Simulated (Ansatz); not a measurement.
One crystal and one scan (scan of one atom of the cell) at two levels, PBE (plane waves to 420 eV, PAW, scalar-relativistic; Ansatz, a quantum-chemistry and plane-wave program) and r2SCAN (plane waves to 500 eV, PAW, scalar-relativistic; Ansatz), each from its own relaxed cell and on its own mesh.

The crystal is CaF$_{2}$ (fluorite); one F atom of a 3-atom cell moves by s along Cartesian [110], with its periodic images.

The energy includes the smearing's −TS. CaF2 was relaxed with its symmetry unable to fall. The PAW data are Ansatz's earlier set.

| quantity | run 1 | run 2 |
|---|---|---|
| Lattice constant a (Å) | 5.511 | 5.440 |
| Force constant k = d²E/ds² at s = 0 (finite differences) (eV/Å²) | 4.20 | 5.00 |

Question: Which run is which level?

Answer: Run 1 is PBE, run 2 is r2SCAN. PBE gives the higher value for: lattice constant a. PBE gives the lower value for: force constant k = d²E/ds² at s = 0. Both give the same shape of the curve: a single well with its minimum at or next to zero displacement.

(A displaced cell: forces are minus the slopes of the energy, force constants its curvatures, and phonons follow from these.)
